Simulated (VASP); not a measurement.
A run of VASP 6.6.1 is set up as follows.

The input INCAR:

```
SYSTEM = N
PREC = Accurate
ENCUT = 600
EDIFF = 1E-6
ISMEAR = 0
SIGMA = 0.02
LREAL = .FALSE.
LASPH = .TRUE.
NELM = 80
ALGO = Normal
ISIF = 3
LWAVE = .FALSE.
LCHARG = .FALSE.
GGA = PE
IVDW = 12
IBRION = 2
NSW = 100
EDIFFG = -0.005
```

KPOINTS

```
Automatic mesh
0
G
  6 6 4
  0 0 0
```

File POSCAR:

```
N
1.0
    4.0840619700      0.0000000000      0.0000000000
    0.0000000000      4.0840619700      0.0000000000
    0.0000000000      0.0000000000      5.3459132500
N
4
Direct
    0.9042752000      0.9042752000      0.0000000000
    0.5957248000      0.4042752000      0.5000000000
    0.0957248000      0.0957248000      0.0000000000
    0.4042752000      0.5957248000      0.5000000000
```

Potentials or basis: VASP PAW PBE potentials, release 64 (N).

Run with:

```sh
$ cat potpaw_PBE.64/N/POTCAR > POTCAR
$ mpirun -np 1 vasp_std > vasp.out
```

Problem. What does it give for the relaxed volume?

Solution. 20.95 Å³/atom.

Problem. Predict the space group after relaxing (to 0.05 Å).

Solution. P4_2/mnm (No. 136).

The path:
```csv
step,energy change (eV),largest force (eV/Å),pressure (GPa),volume (Å³)
1,0.0000,1.0035,1.12,89.17
2,1.2635,10.5732,-15.20,91.18
3,-0.0061,0.1650,-0.42,89.29
4,-0.0063,0.0159,-0.22,89.27
5,-0.0063,0.0117,-0.18,89.26
6,-0.0063,0.0279,-0.16,89.26
7,-0.0066,0.0274,-0.16,89.01
8,-0.0075,0.0249,-0.14,88.25
9,-0.0090,0.0260,-0.09,86.75
10,-0.0103,0.0526,0.06,83.79
11,0.0022,1.3417,-1.90,83.50
12,-0.0103,0.0016,-0.01,83.78
```

Caveat: the standard files for N, O and F lose accuracy on very short bonds.
